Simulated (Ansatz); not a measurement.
The cell comes from COD entry 9006719, which wasn't checked; take it as a given geometry. It was measured hot, at 1427 K.

CaO: DFT, PBE, PAW with Ansatz's default frozen-core files, scalar-relativistic (Ansatz 0.2.0).

```yaml
crystal:
  lattice:
    - [0.0, 2.449, 2.449]
    - [2.449, 0.0, 2.449]
    - [2.449, 2.449, 0.0]
  atoms:
    - { symbol: Ca, position: [0.0, 0.0, 0.0] }
    - { symbol: O, position: [0.5, 0.5, 0.5] }
kpoints:
  mp_grid: { grid: [11, 11, 11] }
  band_path:
    path:
      - [0.0, 0.0, 0.0]
      - [0.5, 0.0, 0.5]
      - [0.625, 0.25, 0.625]
      - [0.375, 0.375, 0.75]
      - [0.0, 0.0, 0.0]
      - [0.5, 0.5, 0.5]
      - [0.5, 0.25, 0.75]
      - [0.5, 0.0, 0.5]
    npoints: 8
scf:
  occupations: { method: fermi_dirac, width: 0.02 }
hamiltonian:
  xc: pbe
  pseudopotentials: { kind: paw }
output:
  forces: true
  stress: true
  eigenvalues: true
  efg: { contact_densities: true }
  populations: true
  bader: true
  dos: { projected: true, de: 0.2, e_range: [-14, 8] }
```

Output:

```
Engine: ansatz 0.2.0
Pseudopotentials: kind: paw
Pseudopotential: Ca, paw, valence charge 10, recommended cutoff 420 eV (normal)
Pseudopotential: O, paw, valence charge 6, recommended cutoff 420 eV (normal)
Functional definition: PBE
  parameter kappa = 0.804
  parameter beta = 0.06672455060314922
  exchange = pbe_x(kappa = kappa, mu = beta*pi^2/3)
  correlation = pbe_c(beta = beta)
Crystal: 2 atoms, lattice volume = 29.376 Å³
Basis set: ecut = 420 eV, 537 PW (Γ), exchange–correlation on 48×48×48 points (8 copies of the dense FFT grid, shifted against one another)
Bands: 12, of which v1, the nominal top of the filled ones, is band 8 counted from 1 (7 counted from 0)
Symmetry: 48 space group operations
Space group: Fm-3m (ITA 225), of the structure as read, at distance tolerance 3.1e-5 Å
k-points: 56 of 1331
Non-local potential: Ca, projectors of the file, l = 0: 3, l = 1: 2, l = 2: 2
Non-local potential: O, projectors of the file, l = 0: 2, l = 1: 2, l = 2: 1
PAW form: soft (Blöchl's): semilocal exchange-correlation on the pseudo side does not see the compensation charge
PAW one-centre angular grid: Ca, 110 points (default); XC on 64 Gauss nodes
PAW one-centre angular grid: O, 110 points (default); XC on 64 Gauss nodes
Initial density: superposition of atomic densities (neutral atoms: chi_scale 0, normalization atom), corrected by the library's trained network
Initial wavefunctions: pseudopotential atomic-orbital guess
Functional: x = pbe(κ = 0.804, μ = 0.2195149727645171), c = pbe(β = 0.06672455060314922)
SCF iter   1: F=—  HF=-2387.707448 eV  |F-HF|=—  |Δ(HF+E_count)|=         —  Δρ=1.51e-3  dr2=6.33e-4  ethr=1.77e-3  ⟨swp⟩=7.1  Hψ=4755  notcnv=0
preconditioner: auto → none  [insulator: Δε(μ)=3.696 eV  Ē_g=17.893 eV  σ=0.020 eV  W_gap=1.00  n_scr=8 (ndim 8)  ℏωp=25.6 eV  f_vac=0.000  D(μ)=0.00/eV (n_scr^D=0)  ε∞_Penn≈3.1]
SCF iter   2: F=—  HF=-2387.707891 eV  |F-HF|=—  |Δ(HF+E_count)|=   4.44e-4  Δρ=2.89e-3  dr2=2.37e-3  ethr=3.96e-6  ⟨swp⟩=2.2  Hψ=1729  notcnv=0
SCF iter   3: F=—  HF=-2387.707432 eV  |F-HF|=—  |Δ(HF+E_count)|=   4.59e-4  Δρ=9.35e-4  dr2=2.70e-4  ethr=3.96e-6  ⟨swp⟩=2.0  Hψ=1005  notcnv=0
SCF iter   4: F=—  HF=-2387.707412 eV  |F-HF|=—  |Δ(HF+E_count)|=   1.95e-5  Δρ=5.03e-5  dr2=4.62e-7  ethr=1.69e-6  ⟨swp⟩=2.0  Hψ=840  notcnv=0
SCF iter   5: F=—  HF=-2387.707447 eV  |F-HF|=—  |Δ(HF+E_count)|=   3.44e-5  Δρ=4.70e-5  dr2=7.44e-7  ethr=2.89e-9  ⟨swp⟩=2.2  Hψ=1073  notcnv=0
SCF iter   6: F=—  HF=-2387.707447 eV  |F-HF|=—  |Δ(HF+E_count)|=   1.37e-7  Δρ=2.26e-5  dr2=1.61e-7  ethr=2.89e-9  ⟨swp⟩=2.0  Hψ=750  notcnv=0
SCF iter   7: F=-2387.707447 eV  HF=-2387.707447 eV  |F-HF|=3.14e-8  |Δ(HF+E_count)|=   2.70e-8  Δρ=1.05e-5  dr2=3.58e-8  ethr=6.25e-10  ⟨swp⟩=3.9  Hψ=1836  notcnv=0
SCF 1 converged in 7 iterations: F = -2387.707447 eV  dr2 = 3.58e-8
  greatest PAW one-centre occupation: 0.995 electrons in one spin orbital (limit 2), on the Ca atom at site 0 (counted from 0), in its partial waves of l = 0
NSCF: frozen V_eff on 57 k-points
SCF converged after 7 iterations
Free energy (F): -2387.707447 eV
Harris-Foulkes:  -2387.707447 eV  (|F-HF|=3.14e-8)
Internal energy: -2387.707447 eV  (E = F + TS)
E sigma→0 (E₀):  -2387.707447 eV
Fermi energy:    8.931680 eV
--- Per-component energies (eV) ---
  E_band       = -112.083483
  E_kinetic    = 454.290794
  E_local      = -921.043015  (includes V_loc(G=0)·N_el)
  E_nonlocal   = 111.289394
  E_hartree    = 305.417626
  E_xc         = -212.777103
  E_vxc        = -267.641543  (∫ρ·V_xc dr)
  E_paw        = -1016.089583  (= ΣΔE_a)
  E_vpaw       = -99.813941  (= ΣTr[D̂ρ^β])
  E_aug_tail   = 0.002408  (compensation charges beyond the density's cutoff)
  E_ewald      = -1108.797968
  E_smearing   = -0.000000  (= −TS)
  E_closure    = -0.000000  (closes the sum)
  Σ components = -2387.707447   (vs F -2387.707447, Δ=0.00e0)
--- Forces (eV/Å), atoms counted from 1 ---
  atom   1  Ca    -0.00000000     0.00000000    -0.00000000
  atom   2  O      0.00000000    -0.00000000    -0.00000000
  max |Σ_I F_I| component: 1.33e-29 eV/Å
--- Stress (GPa, compression-positive) ---
       -3.992625      -0.000000       0.000000
        0.000000      -3.992625      -0.000000
       -0.000000       0.000000      -3.992625
  P = ⅓ Tr σ = -3.9926 GPa (-39.926 kbar)
--- PAW observables at the nuclei: V_zz in 10²¹ V/m², potentials from the cell's mean, atoms counted from 1 ---
  atom   1  Ca V_zz =    -0.000000   η = 0.0000   by run symmetry: forbidden
            electrostatic potential = -2216.179072 V   contact ρ = 41253.690786 e/Å³
  atom   2  O  V_zz =    +0.000000   η = 0.0000   by run symmetry: forbidden
            electrostatic potential = -623.912149 V   contact ρ = 2156.876911 e/Å³
--- Band table (eV; the first three rows and the last of 56) ---
  k-point 0: bands = ["-30.7906", "-11.5915", "-11.5915", "-11.5915", "-8.3223", "7.0890", "7.0890", "7.0890", "11.3717", "13.1799", "13.1799", "13.1799"]
  k-point 1: bands = ["-30.7844", "-11.6784", "-11.5952", "-11.5952", "-8.2290", "6.7946", "6.9843", "6.9843", "11.7495", "13.1486", "13.3111", "13.3111"]
  k-point 2: bands = ["-30.7677", "-11.8917", "-11.6051", "-11.6051", "-7.9979", "6.1472", "6.7249", "6.7249", "12.6293", "13.1500", "13.6787", "13.6787"]
  k-point 55: bands = ["-30.6880", "-11.9996", "-11.9490", "-11.8330", "-7.7844", "5.8088", "5.9913", "6.1349", "12.9420", "13.5916", "15.1318", "16.1681"]
--- Löwdin populations: 2 sites ---
  site symbol       q [e]
     0     Ca      8.3623
     1      O      7.3257
  spilling = 0.019498 (of n_electrons = 16.000000)
--- Bader charges: 2 sites ---
  site symbol  charge [e]  shift [e]
     0     Ca      1.4929     0.0003
     1      O     -1.4929     0.0003
  estimated error of the sums over rays = 3.0e-4 e
```

populations.tsv:

```
# site	symbol	l	j	q
# orbitals = lowdin
# n_electrons = 16.000000
# spilling = 0.019498
0	Ca	0_3S	-	1.980396
0	Ca	0_4S	-	0.396140
0	Ca	1_3P	-	5.985763
1	O	0_2S	-	1.875265
1	O	1_2P	-	5.450472
```

bader_charges.tsv:

```
# site	symbol	x_ang	y_ang	z_ang	partial_charge_e	electrons	volume_ang3	relative_density_drop	shared_charge_e	partial_wave_shift_e
# quadrature_error_electrons = 3.0e-4
0	Ca	0.0000	0.0000	0.0000	1.49287	18.50713	12.33	-	1.49287	0.00034
1	O	2.4490	2.4490	2.4490	-1.49287	9.49287	17.04	-	-1.49287	0.00034
```
